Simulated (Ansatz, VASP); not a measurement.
# One calculation of S, two programs

The input INCAR:

```
  PREC = Accurate
  ENCUT = 520
  EDIFF = 1E-7
  ISMEAR = 0
  SIGMA = 0.1
  LREAL = False
  LASPH = True
  NELM = 100
  ALGO = Normal
  ISIF = 2
  LWAVE = False
  LCHARG = False
  LDIPOL = True
  IDIPOL = 3
  DIPOL = 0.5 0.5 0.500
  GGA = PE
  IVDW = 12
  NBANDS = 13
```

KPOINTS

```
Automatic mesh
0
Gamma
  8 8 1
```

File POSCAR:

```
S
1.0
    2.3526667500      0.0000000000      0.0000000000
    0.0000000000      2.3526667500      0.0000000000
    0.0000000000      0.0000000000     18.0000000000
S
2
Direct
    0.5000000000      0.5000000000      0.4037500000
    0.0000000000      0.5000000000      0.5962500000
```

Input for Ansatz:

```yaml
crystal:
  lattice:
    - [2.35266675, 0.0, 0.0]
    - [0.0, 2.35266675, 0.0]
    - [0.0, 0.0, 18.0]
  atoms:
    - { symbol: S, position: [0.5, 0.5, 0.40375] }
    - { symbol: S, position: [0.0, 0.5, 0.59625] }
  periodic: [true, true, false]
basis:
  ecutwfc: 420
kpoints:
  mp_grid: { grid: [8, 8, 1] }
hamiltonian:
  xc: pbe
  dispersion: d3bj
scf:
  occupations: { method: gaussian, width: 0.1 }
  lower_state_search: "off"
output:
  forces: true
  stress: true
  eigenvalues: true
```

Alike in both runs: task single point; functional PBE; dispersion D3(BJ); k mesh 8 × 8 × 1; occupations gaussian, width 0.1 eV; no spin polarisation.

|  | VASP | Ansatz |
| --- | --- | --- |
| version | VASP 6.6.1 | Ansatz 0.2.0 |
| potentials or method | VASP PAW PBE potentials, release 64 (S) | scalar-relativistic, plane waves, PAW |
| plane-wave cutoff (eV) | 520 | 420 |
| valence electrons in the cell | 12 | 12 |

|  | VASP | Ansatz | Ansatz less VASP |
| --- | --- | --- | --- |
| gap on the k mesh at the Fermi level (eV) | none | none | - |
| rms of the force components (eV/Å) | 0.012 | 0.012 | -0.0002 |

Atom by atom the forces differ by 0.000 eV/Å (rms over components). A gap of «none» marks a metal or a gap that the smearing closes. Ansatz warned: «slab_cell_height_set».
